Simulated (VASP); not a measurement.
Here is a VASP 6.6.1 calculation.

INCAR

```
SYSTEM = Ca
AGGAC = 1.0
AGGAX = 1.0
ALDAC = 0.0
ALDAX = 1.0
ALGO = Normal
EDIFF = 1E-6
EDIFFG = -0.02
ENCUT = 600
GGA = B5
IBRION = 2
ISIF = 3
ISMEAR = -1
LASPH = .TRUE.
LCHARG = .FALSE.
LREAL = .FALSE.
LWAVE = .FALSE.
NELM = 60
NSW = 40
PREC = Accurate
SIGMA = 0.05
```

The input KPOINTS:

```
k-points
0
G
  8 8 8
  0 0 0
```

POSCAR

```
Ca
1.0
   -2.2400000000      2.2400000000      2.2400000000
    2.2400000000     -2.2400000000      2.2400000000
    2.2400000000      2.2400000000     -2.2400000000
Ca
1
Direct
    0.0000000000      0.0000000000      0.0000000000
```

Potentials or basis: VASP PAW PBE potentials, release 64 (Ca_sv).

The run is started by

```sh
$ cat potpaw_PBE.64/Ca_sv/POTCAR > POTCAR
$ mpirun -np 1 vasp_std > vasp.out
```

(1) What does it give for the band gap on the k mesh?

(2) What does it give for the space group after relaxing (to 0.05 Å)?

(3) What does it give for the relaxed cell?

Results:

(1) none (metal or under the smearing width).

(2) Im-3m (No. 229).

(3) a = 3.802 Å, b = 3.802 Å, c = 3.802 Å, α = 109.47°, β = 109.47°, γ = 109.47°.
